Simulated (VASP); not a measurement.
The system is CdS (Greenockite).

```
CELL_PARAMETERS angstrom
4.15000 0.00000 0.00000
-2.07500 3.59401 0.00000
0.00000 0.00000 6.73700
ATOMIC_POSITIONS crystal
Cd 0.65238 0.33483 0.49822
Cd 0.33236 0.66383 0.00239
S 0.66257 0.33254 0.87277
S 0.33939 0.67049 0.37511
```

The cell isn't the ideal one: atoms moved at random, drawn with an rms of 0.05 Å.

- Program: VASP 6.6.1
- Task: relaxation of the atoms
- Functional: r2SCAN
- Potentials or basis: VASP PAW PBE potentials, release 64 (Cd, S)
- Cutoff: 520 eV
- k mesh: 7 × 7 × 4
- Occupations: gaussian, width 0.05 eV
- Spin: no spin polarisation

At the start: pressure 1.1 GPa; volume 25.12 Å³/atom.

Task: Where does the relaxation end?

Result: Over 7 steps the energy falls by 5.4 meV/atom; space group P6_3mc (No. 186, to 0.05 Å).

The path:
| step | energy change (eV) | largest force (eV/Å) | pressure (GPa) |
| --- | --- | --- | --- |
| 1 | 0.0000 | 0.4245 | 1.10 |
| 2 | -0.0157 | 0.2125 | 1.03 |
| 3 | -0.0212 | 0.0612 | 1.01 |
| 4 | -0.0212 | 0.0641 | 1.01 |
| 5 | -0.0216 | 0.0314 | 1.00 |
| 6 | -0.0216 | 0.0196 | 1.01 |
| 7 | -0.0217 | 0.0084 | 1.01 |

Final structure:
```
Cd S
1.0
     4.15000    0.00000    0.00000
    -2.07500    3.59401    0.00000
     0.00000    0.00000    6.73700
Cd S
2 2
Direct
  0.66237 0.33586 0.49849
  0.33108 0.66502 0.99859
  0.66432 0.33191 0.87568
  0.32893 0.66890 0.37574
```

Caveat: the PAW data sets were made with another functional, which shifts forces and pressure a little.
